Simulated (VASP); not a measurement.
# Se (R-3m) in VASP: relaxation of cell and atoms with LDA

Aim: the relaxation of cell and atoms of Se with LDA.

Everything below comes from runs of VASP 6.6.1. Logs are shortened: lines on timing, memory, paths and dates and some standing lists are left out, and cuts for length are marked.

### Step 1. The crystal as given

Symmetry: R-3m, No. 166, trigonal system. The conventional cell has a = 3.850 Å, b = 3.850 Å, c = 2.645 Å, α = 90.00°, β = 90.00°, γ = 120.00°. Around Se (site symmetry -3m) lie 8 Se at 2.39 to 2.65 Å.

This isn't the form of Se at room conditions, which is trigonal, of chains.

### Step 2. Relaxation of cell and atoms, LDA, target pressure 125 GPa, at which the enthalpy is minimised

INCAR

```
SYSTEM = Se
ALGO = Normal
EDIFF = 1E-7
EDIFFG = -0.002
ENCUT = 350
GGA = CA
IBRION = 2
ISIF = 3
ISMEAR = 0
LASPH = .TRUE.
LCHARG = .FALSE.
LREAL = .FALSE.
LWAVE = .FALSE.
NELM = 100
NSW = 80
PREC = Accurate
PSTRESS = 1250.0
SIGMA = 0.1
```

KPOINTS

```
k-points
0
G
  12 12 12
  0 0 0
```

POSCAR

```
Se
1.0
    1.9250000000      1.1113992700      0.8816666700
   -1.9250000000      1.1113992700      0.8816666700
    0.0000000000     -2.2227985400      0.8816666700
Se
1
Direct
    0.0000000000      0.0000000000      0.0000000000
```

Potentials or basis: VASP PAW LDA potentials, release 64 (Se).

The run is started by

```
$ cat potpaw_LDA.64/Se/POTCAR > POTCAR
$ mpirun -np 1 vasp_std > vasp.out
```

OUTCAR:

```text
SYSTEM = Se
   EDIFF = 1E-7
   EDIFFG = -0.002
   ENCUT = 350
   GGA = CA
   IBRION = 2
   ISIF = 3
   ISMEAR = 0
   LASPH = .TRUE.
   LREAL = .FALSE.
   NELM = 100
   NSW = 80
   PREC = Accurate
   PSTRESS = 1250.0

 ion  position               nearest neighbor table
   1  0.000  0.000  0.000-

  LATTYP: Found a trigonal (rhomboedric) cell.
 ALAT       =     2.3912694232
 COS(alpha) =    -0.2960878580

  Lattice vectors:

 A1 = (   1.9250000000,   1.1113992700,   0.8816666700)
 A2 = (  -1.9250000000,   1.1113992700,   0.8816666700)
 A3 = (   0.0000000000,  -2.2227985400,   0.8816666700)

Analysis of symmetry for initial positions (statically):
=====================================================================
 Subroutine PRICEL returns:
 Original cell was already a primitive cell.

 Routine SETGRP: Setting up the symmetry group for a
 trigonal (rhombohedral) supercell.

 Subroutine GETGRP returns: Found 12 space group operations
 (whereof 12 operations were pure point group operations)
 out of a pool of 12 trial point group operations.

The static configuration has the point symmetry D_3d.

Analysis of symmetry for dynamics (positions and initial velocities):
=====================================================================
 Subroutine PRICEL returns:
 Original cell was already a primitive cell.

 Routine SETGRP: Setting up the symmetry group for a
 trigonal (rhombohedral) supercell.

 Subroutine GETGRP returns: Found 12 space group operations
 (whereof 12 operations were pure point group operations)
 out of a pool of 12 trial point group operations.

The dynamic configuration has the point symmetry D_3d.

 Subroutine INISYM returns: Found 12 space group operations
 (whereof 12 operations are pure point group operations),
 and found     1 'primitive' translations

----------------------------------------------------------------------------------------

                                     Primitive cell

  volume of cell :      11.3177

  direct lattice vectors                    reciprocal lattice vectors
     1.925000000  1.111399270  0.881666670     0.259740260  0.149961109  0.378071832
    -1.925000000  1.111399270  0.881666670    -0.259740260  0.149961109  0.378071832
     0.000000000 -2.222798540  0.881666670     0.000000000 -0.299922217  0.378071832

  length of vectors
     2.391269423  2.391269423  2.391269426     0.482588486  0.482588486  0.482588486

  position of ions in fractional coordinates (direct lattice)
     0.000000000  0.000000000  0.000000000

  ion indices of the primitive-cell ions
   primitive index   ion index
                 1           1

----------------------------------------------------------------------------------------

 KPOINTS: k-points

Automatic generation of k-mesh.
 Grid dimensions read from file:
 generate k-points for:   12   12   12

 Generating k-lattice:

  Cartesian coordinates                     Fractional coordinates (reciprocal lattice)
     0.021645022  0.012496759  0.031505986     0.083333333  0.000000000  0.000000000
    -0.021645022  0.012496759  0.031505986     0.000000000  0.083333333  0.000000000
     0.000000000 -0.024993518  0.031505986     0.000000000  0.000000000  0.083333333

  Length of vectors
     0.040215707  0.040215707  0.040215707

  Shift w.r.t. Gamma in fractional coordinates (k-lattice)
     0.000000000  0.000000000  0.000000000

 Subroutine IBZKPT returns following result:
 ===========================================

 Found    189 irreducible k-points:

 Following reciprocal coordinates:
            Coordinates               Weight
  0.000000  0.000000  0.000000      1.000000
  0.083333  0.000000 -0.000000      6.000000
  0.166667  0.000000 -0.000000      6.000000
  0.250000 -0.000000 -0.000000      6.000000
  0.333333  0.000000 -0.000000      6.000000
  0.416667  0.000000 -0.000000      6.000000
[... 16 lines left out ...]
  0.500000  0.166667 -0.000000     12.000000
 -0.416667  0.166667  0.000000     12.000000
 [... further k-points ...]
   k-points           NKPTS =    189   k-points in BZ     NKDIM =    189   number of bands    NBANDS=      7
   number of dos      NEDOS =    301   number of ions     NIONS =      1
   total plane-waves  NPLWV =   4096
   dimension x,y,z NGX =    16 NGY =   16 NGZ =   16
   dimension x,y,z NGXF=    32 NGYF=   32 NGZF=   32
   ions per type =               1
   NGX,Y,Z   is equivalent  to a cutoff of  11.12, 11.12, 11.12 a.u.
   NGXF,Y,Z  is equivalent  to a cutoff of  22.25, 22.25, 22.25 a.u.
 SYSTEM =  Se
   PREC   = accura    normal or accurate (medium, high low for compatibility)
   ISTART =      0    job   : 0-new  1-cont  2-samecut
   ICHARG =      2    charge: 1-file 2-atom 10-const
   ISPIN  =      1    spin polarized calculation?
   LNONCOLLINEAR =      F non collinear calculations
   LSORBIT =      F    spin-orbit coupling
   LASPH  =      T    aspherical Exc in radial PAW
   ENCUT  =  350.0 eV  25.72 Ry    5.07 a.u.   3.65  3.65  3.65*2*pi/ulx,y,z
   NELM   =    100;   NELMIN=  2; NELMDL= -5     # of ELM steps
   EDIFF  = 0.1E-06   stopping-criterion for ELM
   LREAL  =      F    real-space projection
   EDIFFG = -.2E-02   stopping-criterion for IOM
   NSW    =     80    number of steps for IOM
   IBRION =      2    ionic relax: 0-MD 1-quasi-New 2-CG
   NFREE  =      1    steps in history (QN), initial steepest desc. (CG)
   ISIF   =      3    stress and relaxation
   ISYM   =      2    0-nonsym 1-usesym 2-fastsym
   POTIM  = 0.5000    time-step for ionic-motion
   TEBEG  =    0.0;   TEEND  =   0.0 temperature during run
   PSTRESS= 1250.0 pullay stress
   NELECT =       6.0000    total number of electrons
   NUPDOWN=      -1.0000    fix difference up-down
   EMIN   =  10.00;   EMAX   =-10.00  energy-range for DOS
   EFERMI =   0.00;   METHOD = LEGACY
   ISMEAR =     0;   SIGMA  =   0.10  broadening in eV -4-tet -1-fermi 0-gaus
   EFERMI_NEDOS =   21; number of points for ismear=-14 and -15
   IALGO  =     38    algorithm
   IMIX   =      4    mixing-type and parameters
     AMIX     =   0.40;   BMIX     =  1.00
     AMIX_MAG =   1.60;   BMIX_MAG =  1.00
  volume/ion in A,a.u.               =      11.32        76.38
  Fermi-wavevector in a.u.,A,eV,Ry     =   1.324971  2.503832 23.885687  1.755548
  Thomas-Fermi vector in A             =   2.454466
   LORBIT       =      0    0 simple, 1 ext, 2 COOP (PROOUT), +10 PAW based schemes
   GGA     = CA    functional components
   LHFCALC =     F    Hartree Fock is set to
   AEXX    =    0.0000 exact exchange contribution
   IVDW    =     0    specifies the selected vdW correction
   LEPSILON=     F    determine dielectric tensor
   LRPA    =     F    only Hartree local field effects (RPA)
 conjugate gradient relaxation of ions
 non-spin polarized calculation
 Gauss-broadening in eV      SIGMA  =   0.10
  energy-cutoff  :      350.00
  volume of cell :       11.32
 maximum number of plane-waves:       176
   NGX =  7   NGY =  7   NGZ =  7

--------------------------------------- Ionic step        1  -------------------------------------------

 number of electron       6.0000004 magnetization

 Free energy of the ion-electron system (eV)
  ---------------------------------------------------
  ext. energy  EPLUGINS =         0.00000000
  ---------------------------------------------------
  free energy    TOTEN  =        -1.49033423 eV

  energy without entropy =       -1.48708791  energy(sigma->0) =       -1.48871107

------------------------ aborting loop because EDIFF is reached ----------------------------------------

  FORCE on cell =-STRESS in cart. coord.  units (eV):
  Direction    XX          YY          ZZ          XY          YZ          ZX
  --------------------------------------------------------------------------------------
  -------------------------------------------------------------------------------------
  Total       10.6228181     10.6228181     10.2928052      0.0000000     -0.0000000      0.0000000
  in kB     1503.8129234   1503.8129283   1457.0948369      0.0000000     -0.0000000      0.0000000
  external PRESSURE =     238.2402295 kB  Pullay stress =    1250.0000000 kB
[... 90 lines left out ...]
  FREE ENERGIE OF THE ION-ELECTRON SYSTEM (eV)
  ---------------------------------------------------
  free  energy   TOTEN  =        -1.9522896153 eV

  energy  without entropy=       -1.9491122089  energy(sigma->0) =       -1.95070091

  enthalpy is  TOTEN    =         7.3037028373 eV   P V=        9.2559924527

[... ionic steps 4 to 15 ...]

--------------------------------------- Ionic step       16  -------------------------------------------

 number of electron       6.0000001 magnetization

------------------------ aborting loop because EDIFF is reached ----------------------------------------

  FORCE on cell =-STRESS in cart. coord.  units (eV):
  Direction    XX          YY          ZZ          XY          YZ          ZX
  --------------------------------------------------------------------------------------
  -------------------------------------------------------------------------------------
  Total        9.1841077      9.1841083      9.1846396      0.0000000      0.0000000     -0.0000000
  in kB     1249.4861364   1249.4862166   1249.5584970      0.0000000      0.0000000     -0.0000000
  external PRESSURE =      -0.4897166 kB  Pullay stress =    1250.0000000 kB
[... 59 lines left out ...]
  enthalpy is  TOTEN    =         7.2526091921 eV   P V=        9.1872388533

--------------------------------------- Ionic step       18  -------------------------------------------

 number of electron       6.0000001 magnetization

 Free energy of the ion-electron system (eV)
  ---------------------------------------------------
  ext. energy  EPLUGINS =         0.00000000
  ---------------------------------------------------
  free energy    TOTEN  =        -1.93446012 eV

  energy without entropy =       -1.93350500  energy(sigma->0) =       -1.93398256

 E-fermi :  14.3791     XC(G=0): -13.3242

 val. band max:       14.1830267386   @ k =  -0.0833   0.4167   0.0833
 cond. band min:      14.4404939573   @ k =  -0.2500   0.2500   0.1667
 fundamental gap:      0.2574672187
 Fermi energy:        14.3790798487

 k-point     1 :       0.0000    0.0000    0.0000
  band No.  band energies     occupation
      1      -8.5259      2.00000
      2      21.2888      0.00000
      3      21.2889      0.00000
      4      21.2889      0.00000
      5      28.3345      0.00000
      6      28.3345      0.00000
      7      28.3356      0.00000
[... 221 lines left out ...]
 k-point    24 :      -0.4167    0.1667    0.0000
  band No.  band energies     occupation
      1      -3.8310      2.00000
      2       8.1211      2.00000
      3      11.7428      2.00000
      4      17.0051      0.00000
      5      24.6985      0.00000
      6      27.1445      0.00000
      7      31.2063      0.00000

 [... further k-points ...]

------------------------ aborting loop because EDIFF is reached ----------------------------------------

  FORCE on cell =-STRESS in cart. coord.  units (eV):
  Direction    XX          YY          ZZ          XY          YZ          ZX
  --------------------------------------------------------------------------------------
  -------------------------------------------------------------------------------------
  Total        9.1874456      9.1874461      9.1855569     -0.0000000      0.0000000     -0.0000000
  in kB     1250.0511976   1250.0512660   1249.7942218     -0.0000000      0.0000000     -0.0000000
  external PRESSURE =      -0.0344382 kB  Pullay stress =    1250.0000000 kB
[... 16 lines left out ...]
  FREE ENERGIE OF THE ION-ELECTRON SYSTEM (eV)
  ---------------------------------------------------
  free  energy   TOTEN  =        -1.9344601160 eV

  energy  without entropy=       -1.9335050029  energy(sigma->0) =       -1.93398256

  enthalpy is  TOTEN    =         7.2526092130 eV   P V=        9.1870693290

 reached required accuracy - stopping structural energy minimisation
```

It took 16 s on 1 thread of Intel Xeon 6975P-C (Granite Rapids), shared host; peak memory 0.11 GiB.

Results:

| Property | Result |
| --- | --- |
| Free energy | -1.9345 eV |
| Relaxed volume | 11.78 Å³/atom |
| Relaxed cell | a = 2.482 Å, b = 2.482 Å, c = 2.482 Å, α = 109.47°, β = 109.47°, γ = 109.47° |
| Space group after relaxing (to 0.05 Å) | Im-3m (No. 229) |
| Energy change on relaxing (the enthalpy is what falls) | -444.1 meV/atom |
| Ionic steps | 18 |
| Pressure after relaxing | 125.0 GPa |
| Band gap on the k mesh | none (metal or under the smearing width) |

The path:
```
step  energy change (eV)  largest force (eV/Å)  pressure (GPa)  volume (Å³)
   1              0.0000                0.0000          148.82        11.32
   2             -1.7004                0.0000           49.53        14.30
   3             -0.4620                0.0000          122.69        11.86
   4             -0.4251                0.0000          124.78        11.82
   5             -0.4172                0.0000          125.23        11.81
   6             -0.4168                0.0000          125.19        11.80
   7             -0.4157                0.0000          125.07        11.80
   8             -0.4162                0.0000          125.66        11.78
   9             -0.3893                0.0000          127.97        11.71
  10             -0.4054                0.0000          127.30        11.73
  11             -0.5172                0.0000          120.55        11.87
  12             -0.4336                0.0000          125.62        11.76
  13             -0.4467                0.0000          124.85        11.78
  14             -0.4433                0.0000          125.05        11.77
  15             -0.4435                0.0000          125.04        11.77
  16             -0.4449                0.0000          124.95        11.78
  17             -0.4443                0.0000          124.98        11.78
  18             -0.4441                0.0000          125.00        11.78
```

Final structure:
```
Se
1.0
     2.02683    1.17019    0.82747
    -2.02683    1.17019    0.82747
     0.00000   -2.34039    0.82747
Se
1
Direct
  0.00000 0.00000 0.00000
```

Caveat: the cell is relaxed towards a set pressure, so the enthalpy falls and the energy may rise.
